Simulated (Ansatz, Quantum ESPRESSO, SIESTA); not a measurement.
PbO2: 4 runs at one level of theory

```
Pb O
1.0
     0.00000    2.70199    2.70199
     2.70199    0.00000    2.70199
     2.70199    2.70199    0.00000
Pb O
1 2
Direct
  0.00000 0.00000 0.00000
  0.75000 0.75000 0.75000
  0.25000 0.25000 0.25000
```

The cell comes from a database or a generator and needn't be the stable form of this composition.

Alike in all runs: task equation of state; functional PBEsol; k mesh 9 × 9 × 9; occupations fermi-dirac, width 0.05 eV; no spin polarisation; no spin-orbit coupling.

```tsv
program and potentials	plane-wave cutoff (eV)	notes	equilibrium volume (Å³/atom)	bulk modulus (GPa)
Ansatz, Ansatz PAW	420	potentials made for PBE, which Ansatz adapts in part	12.63	155.1
SIESTA, files PseudoDojo sr-pbesol-0.4.1-standard, DZP (energy shift 0.003 Ry; two zetas on semicore shells)	-	atomic basis	13.04	149.7
Quantum ESPRESSO, GBRV 1.5 PBEsol	612	-	12.60	154.8
Ansatz, all-electron LAPW, scalar-relativistic	-	-	12.63	154.7
```

The equilibrium volume spans 12.60 (Quantum ESPRESSO, GBRV 1.5 PBEsol) to 13.04 Å³/atom (SIESTA, files PseudoDojo sr-pbesol-0.4.1-standard, DZP (energy shift 0.003 Ry; two zetas on semicore shells)), with all-electron results at 12.63. The bulk modulus spans 149.7 (SIESTA, files PseudoDojo sr-pbesol-0.4.1-standard, DZP (energy shift 0.003 Ry; two zetas on semicore shells)) to 155.1 GPa (Ansatz, Ansatz PAW), with all-electron results at 154.7. Rows in atomic bases carry the error of their basis and grid, which can be large.

The functional is the same throughout but for its coding, so the spread measures potentials, basis and numerics; runs on potential files found faulty are left out.

The two plane-wave calculations and the all-electron reference describe practically the same equation of state for fluorite-type PbO2. The PAW potentials' PBE origin leaves no visible mark on the volume, though compensating errors can't be excluded. SIESTA stands apart, with a larger cell (13.04 against 12.63 Å³/atom) and a lower bulk modulus. The two shifts belong together, since a longer Pb–O bond lies on a flatter part of the repulsive wall; the much smaller differences among the other three rows don't follow this pattern. The likely cause is limited variational freedom in the double-zeta basis, which describes the polarised O 2p shell and its mixing with Pb 6s and 6p less well as the ions are pressed together. Basis superposition would usually act the other way, towards a smaller cell. A contribution from the pseudopotentials can't be separated here. Because fluorite-type PbO2 is known as a high-pressure form, these values shouldn't be compared directly with measurements on the rutile-type phase found at ambient conditions.
